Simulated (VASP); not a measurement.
# AlAu (Pm-3m) in VASP: notebook

The runs below take AlAu through single point, with LDA.

All numbers are computed with VASP 6.6.1; they aren't measurements. Logs are shortened: lines on timing, memory, paths and dates and some standing lists are left out, and cuts for length are marked.

## Step 1: The crystal as given

Symmetry: Pm-3m, No. 221, cubic system. Conventional cell: a = 3.224 Å, b = 3.224 Å, c = 3.224 Å, α = 90.00°, β = 90.00°, γ = 90.00°. Around Al (site symmetry m-3m) lie 8 Au at 2.79 Å. Au (site symmetry m-3m) is surrounded by 8 Al at 2.79 Å.

The cell comes from a database or a generator and needn't be the stable form of this composition.

## Step 2: Single point, LDA

INCAR

```
ALGO = Normal
EDIFF = 1E-7
ENCUT = 520
GGA = CA
ISIF = 2
ISMEAR = 0
LASPH = T
LCHARG = F
LREAL = F
LWAVE = F
NBANDS = 14
NELM = 100
PREC = Accurate
SIGMA = 0.15
```

KPOINTS

```
k-points
0
Gamma
  14 14 14
```

POSCAR

```
AlAu
1.0
    3.2239420000      0.0000000000      0.0000000000
    0.0000000000      3.2239420000      0.0000000000
    0.0000000000      0.0000000000      3.2239420000
Al Au
1 1
Direct
    0.0000000000      0.0000000000      0.0000000000
    0.5000000000      0.5000000000      0.5000000000
```

Potentials or basis: VASP PAW LDA potentials, release 64 (Al, Au).

The run is started by

```bash
> cat potpaw_LDA.64/Al/POTCAR potpaw_LDA.64/Au/POTCAR > POTCAR
> mpirun -np 1 vasp_std > vasp.out
```

OUTCAR:

```text
EDIFF = 1E-7
   ENCUT = 520
   GGA = CA
   ISIF = 2
   ISMEAR = 0
   LASPH = T
   LREAL = F
   NELM = 100
   PREC = Accurate

 ion  position               nearest neighbor table
   1  0.000  0.000  0.000-   2 2.79   2 2.79   2 2.79   2 2.79   2 2.79   2 2.79   2 2.79   2 2.79

   2  0.500  0.500  0.500-   1 2.79   1 2.79   1 2.79   1 2.79   1 2.79   1 2.79   1 2.79   1 2.79

  LATTYP: Found a simple cubic cell.
 ALAT       =     3.2239420000

  Lattice vectors:

 A1 = (   3.2239420000,   0.0000000000,   0.0000000000)
 A2 = (   0.0000000000,   3.2239420000,   0.0000000000)
 A3 = (   0.0000000000,   0.0000000000,   3.2239420000)

Analysis of symmetry for initial positions (statically):
=====================================================================
 Subroutine PRICEL returns:
 Original cell was already a primitive cell.

 Routine SETGRP: Setting up the symmetry group for a
 simple cubic supercell.

 Subroutine GETGRP returns: Found 48 space group operations
 (whereof 48 operations were pure point group operations)
 out of a pool of 48 trial point group operations.

The static configuration has the point symmetry O_h .

Analysis of symmetry for dynamics (positions and initial velocities):
=====================================================================
 Subroutine PRICEL returns:
 Original cell was already a primitive cell.

 Routine SETGRP: Setting up the symmetry group for a
 simple cubic supercell.

 Subroutine GETGRP returns: Found 48 space group operations
 (whereof 48 operations were pure point group operations)
 out of a pool of 48 trial point group operations.

The dynamic configuration has the point symmetry O_h .

 Subroutine INISYM returns: Found 48 space group operations
 (whereof 48 operations are pure point group operations),
 and found     1 'primitive' translations

----------------------------------------------------------------------------------------

                                     Primitive cell

  volume of cell :      33.5090

  direct lattice vectors                    reciprocal lattice vectors
     3.223942000  0.000000000  0.000000000     0.310179277  0.000000000  0.000000000
     0.000000000  3.223942000  0.000000000     0.000000000  0.310179277  0.000000000
     0.000000000  0.000000000  3.223942000     0.000000000  0.000000000  0.310179277

  length of vectors
     3.223942000  3.223942000  3.223942000     0.310179277  0.310179277  0.310179277

  position of ions in fractional coordinates (direct lattice)
     0.000000000  0.000000000  0.000000000
     0.500000000  0.500000000  0.500000000

  ion indices of the primitive-cell ions
   primitive index   ion index
                 1           1
                 2           2

----------------------------------------------------------------------------------------

 KPOINTS: k-points

Automatic generation of k-mesh.
 Grid dimensions read from file:
 generate k-points for:   14   14   14

 Generating k-lattice:

  Cartesian coordinates                     Fractional coordinates (reciprocal lattice)
     0.022155663  0.000000000  0.000000000     0.071428571  0.000000000  0.000000000
     0.000000000  0.022155663  0.000000000     0.000000000  0.071428571  0.000000000
     0.000000000  0.000000000  0.022155663     0.000000000  0.000000000  0.071428571

  Length of vectors
     0.022155663  0.022155663  0.022155663

  Shift w.r.t. Gamma in fractional coordinates (k-lattice)
     0.000000000  0.000000000  0.000000000

 Subroutine IBZKPT returns following result:
 ===========================================

 Found    120 irreducible k-points:

 Following reciprocal coordinates:
            Coordinates               Weight
  0.000000  0.000000  0.000000      1.000000
  0.071429  0.000000  0.000000      6.000000
  0.142857  0.000000  0.000000      6.000000
  0.214286  0.000000  0.000000      6.000000
  0.285714  0.000000  0.000000      6.000000
  0.357143  0.000000  0.000000      6.000000
[... 16 lines left out ...]
  0.285714  0.214286  0.000000     24.000000
  0.357143  0.214286  0.000000     24.000000
 [... further k-points ...]
   k-points           NKPTS =    120   k-points in BZ     NKDIM =    120   number of bands    NBANDS=     14
   number of dos      NEDOS =    301   number of ions     NIONS =      2
   total plane-waves  NPLWV =  13824
   dimension x,y,z NGX =    24 NGY =   24 NGZ =   24
   dimension x,y,z NGXF=    48 NGYF=   48 NGZF=   48
   ions per type =               1   1
   NGX,Y,Z   is equivalent  to a cutoff of  12.38, 12.38, 12.38 a.u.
   NGXF,Y,Z  is equivalent  to a cutoff of  24.75, 24.75, 24.75 a.u.
 SYSTEM =  unknown system
   PREC   = accura    normal or accurate (medium, high low for compatibility)
   ISTART =      0    job   : 0-new  1-cont  2-samecut
   ICHARG =      2    charge: 1-file 2-atom 10-const
   ISPIN  =      1    spin polarized calculation?
   LNONCOLLINEAR =      F non collinear calculations
   LSORBIT =      F    spin-orbit coupling
   LASPH  =      T    aspherical Exc in radial PAW
   ENCUT  =  520.0 eV  38.22 Ry    6.18 a.u.   5.99  5.99  5.99*2*pi/ulx,y,z
   NELM   =    100;   NELMIN=  2; NELMDL= -5     # of ELM steps
   EDIFF  = 0.1E-06   stopping-criterion for ELM
   LREAL  =      F    real-space projection
   EDIFFG = 0.1E-05   stopping-criterion for IOM
   NSW    =      0    number of steps for IOM
   IBRION =     -1    ionic relax: 0-MD 1-quasi-New 2-CG
   NFREE  =      0    steps in history (QN), initial steepest desc. (CG)
   ISIF   =      2    stress and relaxation
   ISYM   =      2    0-nonsym 1-usesym 2-fastsym
   POTIM  = 0.5000    time-step for ionic-motion
   TEBEG  =    0.0;   TEEND  =   0.0 temperature during run
   PSTRESS=    0.0 pullay stress
   NELECT =      14.0000    total number of electrons
   NUPDOWN=      -1.0000    fix difference up-down
   EMIN   =  10.00;   EMAX   =-10.00  energy-range for DOS
   EFERMI =   0.00;   METHOD = LEGACY
   ISMEAR =     0;   SIGMA  =   0.15  broadening in eV -4-tet -1-fermi 0-gaus
   EFERMI_NEDOS =   21; number of points for ismear=-14 and -15
   IALGO  =     38    algorithm
   IMIX   =      4    mixing-type and parameters
     AMIX     =   0.40;   BMIX     =  1.00
     AMIX_MAG =   1.60;   BMIX_MAG =  1.00
  volume/ion in A,a.u.               =      16.75       113.06
  Fermi-wavevector in a.u.,A,eV,Ry     =   1.223856  2.312752 20.379123  1.497823
  Thomas-Fermi vector in A             =   2.358952
   LORBIT       =      0    0 simple, 1 ext, 2 COOP (PROOUT), +10 PAW based schemes
   GGA     = CA    functional components
   LHFCALC =     F    Hartree Fock is set to
   AEXX    =    0.0000 exact exchange contribution
   IVDW    =     0    specifies the selected vdW correction
   LEPSILON=     F    determine dielectric tensor
   LRPA    =     F    only Hartree local field effects (RPA)
 non-spin polarized calculation
 Gauss-broadening in eV      SIGMA  =   0.15
  energy-cutoff  :      520.00
  volume of cell :       33.51
 maximum number of plane-waves:       922
 NGX is ok and might be reduce to    24
   NGX = 11   NGY = 11   NGZ = 11

 number of electron      14.0000002 magnetization

 Free energy of the ion-electron system (eV)
  ---------------------------------------------------
  ext. energy  EPLUGINS =         0.00000000
  ---------------------------------------------------
  free energy    TOTEN  =        -9.17299051 eV

  energy without entropy =       -9.16357135  energy(sigma->0) =       -9.16828093

 E-fermi :   9.3612     XC(G=0): -11.6929

 val. band max:        9.3567450842   @ k =   0.2857   0.2857   0.0000
 cond. band min:       9.3646782886   @ k =   0.4286   0.3571   0.0000
 fundamental gap:      0.0079332044
 Fermi energy:         9.3612374190

 k-point     1 :       0.0000    0.0000    0.0000
  band No.  band energies     occupation
      1      -1.9313      2.00000
      2       2.7778      2.00000
      3       2.7778      2.00000
      4       4.6482      2.00000
      5       4.6482      2.00000
      6       4.6482      2.00000
      7      12.1698      0.00000
      8      12.1698      0.00000
      9      12.1698      0.00000
     10      15.8797      0.00000
     11      16.8469      0.00000
     12      16.8469      0.00000
     13      26.0353      0.00000
     14      26.0353      0.00000

 k-point     2 :       0.0714    0.0000    0.0000
  band No.  band energies     occupation
      1      -1.8480      2.00000
      2       2.7938      2.00000
      3       2.8105      2.00000
      4       4.5963      2.00000
      5       4.5963      2.00000
      6       4.6537      2.00000
      7      11.4961      0.00000
      8      12.2994      0.00000
      9      12.2994      0.00000
     10      16.1718      0.00000
     11      16.7599      0.00000
     12      17.3855      0.00000
     13      24.9698      0.00000
     14      24.9698      0.00000

 k-point     3 :       0.1429    0.0000    0.0000
  band No.  band energies     occupation
      1      -1.6009      2.00000
      2       2.8393      2.00000
      3       2.8970      2.00000
      4       4.4570      2.00000
      5       4.4570      2.00000
      6       4.6691      2.00000
      7      10.1878      0.00000
      8      12.6722      0.00000
      9      12.6722      0.00000
     10      16.4175      0.00000
     11      16.5202      0.00000
     12      18.9135      0.00000
     13      23.4919      0.00000
     14      23.4919      0.00000

 k-point     4 :       0.2143    0.0000    0.0000
  band No.  band energies     occupation
      1      -1.1989      2.00000
      2       2.9065      2.00000
      3       2.9984      2.00000
      4       4.2688      2.00000
      5       4.2688      2.00000
      6       4.6916      2.00000
      7       8.8333      2.00000
      8      13.2495      0.00000
      9      13.2495      0.00000
     10      16.1830      0.00000
     11      16.6440      0.00000
     12      20.7523      0.00000
     13      22.0318      0.00000
     14      22.0318      0.00000

 k-point     5 :       0.2857    0.0000    0.0000
  band No.  band energies     occupation
      1      -0.6586      2.00000
      2       2.9831      2.00000
      3       3.0383      2.00000
      4       4.0753      2.00000
      5       4.0753      2.00000
      6       4.7167      2.00000
      7       7.6356      2.00000
      8      13.9888      0.00000
      9      13.9888      0.00000
     10      15.8207      0.00000
     11      16.9368      0.00000
[... 276 lines left out ...]
 k-point    22 :       0.2143    0.2143    0.0000
  band No.  band energies     occupation
      1      -0.5020      2.00000
      2       2.9681      2.00000
      3       3.3126      2.00000
      4       3.8763      2.00000
      5       4.2831      2.00000
      6       4.3843      2.00000
      7       9.6339      0.01016
      8       9.7834      0.00007
      9      14.2390      0.00000
     10      16.0590      0.00000
     11      18.9220      0.00000
     12      20.6447      0.00000
     13      21.0588      0.00000
     14      21.2914      0.00000

 k-point    23 :       0.2857    0.2143    0.0000
  band No.  band energies     occupation
      1       0.0003      2.00000
      2       2.8862      2.00000
      3       3.4396      2.00000
      4       3.8569      2.00000
      5       4.1381      2.00000
      6       4.3810      2.00000
      7       8.3936      2.00000
      8      10.3162      0.00000
      9      14.9000      0.00000
     10      15.5469      0.00000
     11      18.1000      0.00000
     12      20.4217      0.00000
     13      20.9079      0.00000
     14      22.6560      0.00000

 k-point    24 :       0.3571    0.2143    0.0000
  band No.  band energies     occupation
      1       0.5892      2.00000
      2       2.6608      2.00000
      3       3.4576      2.00000
      4       3.9876      2.00000
      5       4.0782      2.00000
      6       4.4079      2.00000
      7       7.2768      2.00000
      8      11.0187      0.00000
      9      14.7129      0.00000
     10      15.6471      0.00000
     11      17.6201      0.00000
     12      19.4661      0.00000
     13      21.0216      0.00000
     14      22.2732      0.00000

 [... further k-points ...]

------------------------ aborting loop because EDIFF is reached ----------------------------------------

  FORCE on cell =-STRESS in cart. coord.  units (eV):
  Direction    XX          YY          ZZ          XY          YZ          ZX
  --------------------------------------------------------------------------------------
  -------------------------------------------------------------------------------------
  Total       -1.5618122     -1.5618122     -1.5618122     -0.0000000     -0.0000000     -0.0000000
  in kB      -74.6754296    -74.6754296    -74.6754296     -0.0000000     -0.0000000     -0.0000000
  external PRESSURE =     -74.6754296 kB  Pullay stress =       0.0000000 kB

 VOLUME and BASIS-vectors are now :
 -----------------------------------------------------------------------------
  energy-cutoff  :      520.00
  volume of cell :       33.51
      direct lattice vectors                 reciprocal lattice vectors
     3.223942000  0.000000000  0.000000000     0.310179277  0.000000000  0.000000000
     0.000000000  3.223942000  0.000000000     0.000000000  0.310179277  0.000000000
     0.000000000  0.000000000  3.223942000     0.000000000  0.000000000  0.310179277

 POSITION                                       TOTAL-FORCE (eV/Angst)
 -----------------------------------------------------------------------------------
      0.00000      0.00000      0.00000         0.000000      0.000000      0.000000
      1.61197      1.61197      1.61197         0.000000      0.000000      0.000000
 -----------------------------------------------------------------------------------
    total drift:                                0.000000     -0.000000     -0.000000

  FREE ENERGIE OF THE ION-ELECTRON SYSTEM (eV)
  ---------------------------------------------------
  free  energy   TOTEN  =        -9.1729905127 eV

  energy  without entropy=       -9.1635713525  energy(sigma->0) =       -9.16828093
```

Wall time 22 s (1 thread of Intel Xeon Platinum 8259CL at 2.50GHz (Skylake/Cascade Lake), shared host); peak memory 0.17 GiB.

What came out:

* Free energy: -9.1730 eV
* Pressure: -7.5 GPa
* Band gap on the k mesh: none (metal or under the smearing width)

Levels at points of the mesh, in eV from the Fermi level:
| k point | band 3 | band 4 | band 5 | band 6 | band 7 | band 8 | band 9 | band 10 | band 11 | band 12 |
| --- | --- | --- | --- | --- | --- | --- | --- | --- | --- | --- |
| (0.00, 0.00, 0.00) | -6.58 | -4.71 | -4.71 | -4.71 | 2.81 | 2.81 | 2.81 | 6.52 | 7.49 | 7.49 |
| (0.50, 0.00, 0.00) | -6.24 | -5.59 | -5.59 | -4.60 | -3.29 | 5.85 | 7.27 | 7.27 | 7.84 | 7.84 |
| (0.50, 0.50, 0.00) | -5.37 | -5.37 | -3.87 | -3.42 | -3.42 | -1.28 | 0.67 | 7.07 | 10.79 | 10.79 |
| (0.50, 0.50, 0.50) | -7.10 | -3.82 | -3.82 | -0.52 | 0.95 | 0.95 | 0.95 | 2.09 | 3.60 | 3.60 |

(Part 1 of 2 ends here.)
